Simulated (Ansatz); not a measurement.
Geometry optimisation in Ansatz: input, command and trajectory.

```yaml
crystal:
  lattice:
    - [10.9, 0.0, 0.0]
    - [0.0, 9.3, 0.0]
    - [0.0, 0.0, 3.6603610788]
  atoms:
    - { symbol: Li, position: [0.4118491025, 0.5, 0.0], spin: 0.5 }
    - { symbol: F, position: [0.4118491025, 0.5, 0.5], spin: 0.5 }
    - { symbol: F, position: [0.5881508975, 0.5, 0.0], spin: 0.5 }
    - { symbol: Li, position: [0.5881508975, 0.5, 0.5], spin: 0.5 }
basis:
  ecutwfc: 420
kpoints:
  mp_grid: { grid: [1, 1, 18] }
hamiltonian:
  xc: pbe
scf:
  occupations: { method: gaussian, width: 0.05 }
output:
  forces: true
  stress: true
  eigenvalues: true
  populations: true
  write_density: true
  write_potential: true
  elf: true
  volumetric_format: npy
magnetization:
  spin_polarized: true
relax:
  adjacent_minimum: "off"
  f_tol: 0.01
  max_steps: 45
  cell: { fix: [a, b, alpha, beta, gamma], stress_tol: 0.03 }
```

```bash
ansatz run input.yaml --threads 2 --pin off --max-ram 5120MiB --backend cpu --events-out ev --progress --plain --runs-dir out
```

Computed with Ansatz, DFT PBE, scalar-relativistic, plane waves, PAW.

Of 7 frames 7 are shown, positions in Å and forces in eV/Å; the SCF threshold varies from step to step. Steps run on the plane waves of an earlier cell, with a Pulay correction in the pressure. The basis is chosen afresh for the last frame, the zero of the energies, and can be on the way; energy and pressure step there, also at an unchanged geometry.

```xyz
4
Lattice="10.9000 0.0000 0.0000 0.0000 9.3000 0.0000 0.0000 0.0000 3.6604" Properties=species:S:1:pos:R:3:forces:R:3 pbc="T T T" step=1 free_energy_over_end_meV_per_atom=23.85 pressure_GPa=-0.26
Li    4.4892    4.6500    0.0000    0.3990    0.0000    0.0000
F     4.4892    4.6500    1.8302   -0.3840    0.0000    0.0000
F     6.4108    4.6500    0.0000    0.3840    0.0000    0.0000
Li    6.4108    4.6500    1.8302   -0.3990    0.0000    0.0000
4
Lattice="10.9000 0.0000 0.0000 0.0000 9.3000 0.0000 0.0000 0.0000 3.6359" Properties=species:S:1:pos:R:3:forces:R:3 pbc="T T T" step=2 free_energy_over_end_meV_per_atom=7.88 pressure_GPa=-0.23
Li    4.5367    4.6500    0.0000    0.1970    0.0000    0.0000
F     4.4420    4.6500    1.8179   -0.1180    0.0000    0.0000
F     6.4580    4.6500    0.0000    0.1180    0.0000    0.0000
Li    6.3633    4.6500    1.8179   -0.1970    0.0000    0.0000
4
Lattice="10.9000 0.0000 0.0000 0.0000 9.3000 0.0000 0.0000 0.0000 3.5795" Properties=species:S:1:pos:R:3:forces:R:3 pbc="T T T" step=3 free_energy_over_end_meV_per_atom=0.27 pressure_GPa=-0.09
Li    4.5824    4.6500    0.0000   -0.0120    0.0000    0.0000
F     4.4082    4.6500    1.7898    0.0280    0.0000    0.0000
F     6.4918    4.6500    0.0000   -0.0280    0.0000    0.0000
Li    6.3176    4.6500    1.7898    0.0120    0.0000    0.0000
4
Lattice="10.9000 0.0000 0.0000 0.0000 9.3000 0.0000 0.0000 0.0000 3.5475" Properties=species:S:1:pos:R:3:forces:R:3 pbc="T T T" step=4 free_energy_over_end_meV_per_atom=-0.80 pressure_GPa=0.01
Li    4.5771    4.6500    0.0000    0.0000    0.0000    0.0000
F     4.4080    4.6500    1.7737   -0.0060    0.0000    0.0000
F     6.4920    4.6500    0.0000    0.0060    0.0000    0.0000
Li    6.3229    4.6500    1.7737    0.0000    0.0000    0.0000
4
Lattice="10.9000 0.0000 0.0000 0.0000 9.3000 0.0000 0.0000 0.0000 3.5475" Properties=species:S:1:pos:R:3:forces:R:3 pbc="T T T" step=5 free_energy_over_end_meV_per_atom=0.04 pressure_GPa=-0.01
Li    4.5771    4.6500    0.0000    0.0010    0.0000    0.0000
F     4.4080    4.6500    1.7737   -0.0060    0.0000    0.0000
F     6.4920    4.6500    0.0000    0.0060    0.0000    0.0000
Li    6.3229    4.6500    1.7737   -0.0010    0.0000    0.0000
4
Lattice="10.9000 0.0000 0.0000 0.0000 9.3000 0.0000 0.0000 0.0000 3.5421" Properties=species:S:1:pos:R:3:forces:R:3 pbc="T T T" step=6 free_energy_over_end_meV_per_atom=-0.04 pressure_GPa=0.00
Li    4.5763    4.6500    0.0000    0.0020    0.0000    0.0000
F     4.4050    4.6500    1.7711    0.0050    0.0000    0.0000
F     6.4950    4.6500    0.0000   -0.0050    0.0000    0.0000
Li    6.3237    4.6500    1.7711   -0.0020    0.0000    0.0000
4
Lattice="10.9000 0.0000 0.0000 0.0000 9.3000 0.0000 0.0000 0.0000 3.5421" Properties=species:S:1:pos:R:3:forces:R:3 pbc="T T T" step=7 free_energy_over_end_meV_per_atom=0.00 pressure_GPa=0.00
Li    4.5763    4.6500    0.0000    0.0020    0.0000    0.0000
F     4.4050    4.6500    1.7711    0.0050    0.0000    0.0000
F     6.4950    4.6500    0.0000   -0.0050    0.0000    0.0000
Li    6.3237    4.6500    1.7711   -0.0020    0.0000    0.0000
```

The run took 37 s on 2 threads of Arm Neoverse V1, with other jobs on the host, peak memory 0.58 GiB.